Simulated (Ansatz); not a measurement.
SnS2: frozen-core PAW against all-electron methods

```xyz
3
Lattice="3.6103 0.0000 0.0000 -1.8051 3.1266 0.0000 0.0000 0.0000 5.5123" Properties=species:S:1:pos:R:3 pbc="T T T"
Sn    0.0000    0.0000    0.0000
S     1.8051    1.0422    1.4547
S     0.0000    2.0844    4.0576
```

Atoms are numbered in the order listed.

The structure is an experimental refinement, used without relaxation. The listed cell was then made from it by scaling, straining or moving an atom.

No spin–orbit coupling, which matters for the heavy atoms here.

Levels of theory: DFT, LDA, PAW with Ansatz's default frozen-core files, scalar-relativistic (Ansatz 0.2.0); DFT, LDA, all-electron PAW with datasets made for the crystal, scalar-relativistic (Ansatz 0.2.0); DFT, LDA, all-electron LAPW, scalar-relativistic (Ansatz 0.2.0).

For PAW: a Γ-centred 8×8×5 k mesh, Fermi–Dirac smearing of 0.01 eV, cutoff 420 eV, no spin polarisation; the PAW files were made with PBE, and the program remakes their frozen cores for this functional. The crystal-made all-electron datasets (AE datasets) take a cutoff of 260 eV at this cell. LAPW targets a basis error of 1 meV/atom. The Ansatz runs share mesh, smearing and spin set-up. Plane-wave (PAW) pressures include the program's estimate of the Pulay term.

Stress and pressure are positive in compression.

The change that made this cell: volume scaled by 1.01.

```json
{"quantity": "pressure (GPa)", "PAW": "2.46", "AE datasets": "2.46", "LAPW": "2.46"}
{"quantity": "stress xx (GPa)", "PAW": "2.35", "AE datasets": "2.35", "LAPW": "2.35"}
{"quantity": "stress zz (GPa)", "PAW": "2.67", "AE datasets": "2.66", "LAPW": "2.67"}
{"quantity": "force on S2, z (eV/Å)", "PAW": "0.165", "AE datasets": "0.163", "LAPW": "0.163"}
{"quantity": "band gap (eV)", "PAW": "1.022", "AE datasets": "1.027", "LAPW": "1.027"}
```
